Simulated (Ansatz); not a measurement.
Levels at Γ against strain in BaTiO₃

```xyz
5
Lattice="3.9998 0.0000 0.0000 0.0000 3.9998 0.0000 0.0000 0.0000 4.0180" Properties=species:S:1:pos:R:3 pbc="T T T"
Ba    0.0000    0.0000    0.0000
Ti    1.9999    1.9999    1.9367
O     1.9999    1.9999    0.0643
O     1.9999    0.0000    2.0693
O     0.0000    1.9999    2.0693
```

Atom numbers follow the list: Ba1, Ti2, O3, O4, O5.

The cell is COD entry 2100858, as deposited and not checked against the literature; nothing was relaxed.

Spin–orbit coupling is left out, though it moves levels of the heavy atoms by tenths of an eV or more.

All numbers below come from DFT, PBE, all-electron LAPW, scalar-relativistic in Ansatz 0.2.0.

Sampling and basis: a Γ-centred 7×7×7 k mesh, Fermi–Dirac smearing of 0.08 eV, basis error target 1 meV/atom, no spin polarisation.

The cell is scaled evenly. Fractional coordinates are held (clamped ions).

The valence-band top of this crystal doesn't lie at Γ but 0.30 eV above the top filled level there.

Only quantities that a quadratic follows smoothly over the whole series are listed; rougher ones are left out.

```tsv
ln(V/Vcell)	direct gap at Γ (eV)	smallest gap on mesh and path (eV)
-0.0619	2.210	1.965
-0.0408	2.184	1.921
-0.0202	2.158	1.876
-0.0101	2.144	1.854
0.0000	2.129	1.832
0.0100	2.115	1.811
0.0392	2.070	1.747
0.0583	2.039	1.705
```

Q: Fit the series and give the slopes at zero strain.

A: Least-squares fits y = p0 + p1 x + p2 x² to the rows give direct gap at Γ (eV): p1 = -1.43, p2 = -2.1; smallest gap on mesh and path (eV): p1 = -2.17, p2 = -0.32. So dEg/dln V = -1.4 eV for the direct gap at Γ, which isn't the fundamental gap here: that one has dEg/dln V = -2.2 eV. Semilocal gaps are too small, but their slopes carry over better.

Q: One run, at ln(V/Vcell) = 0.0198, is withheld. Predict its row.

A: The fits give 2.100, 1.789; the run gave 2.100, 1.789.
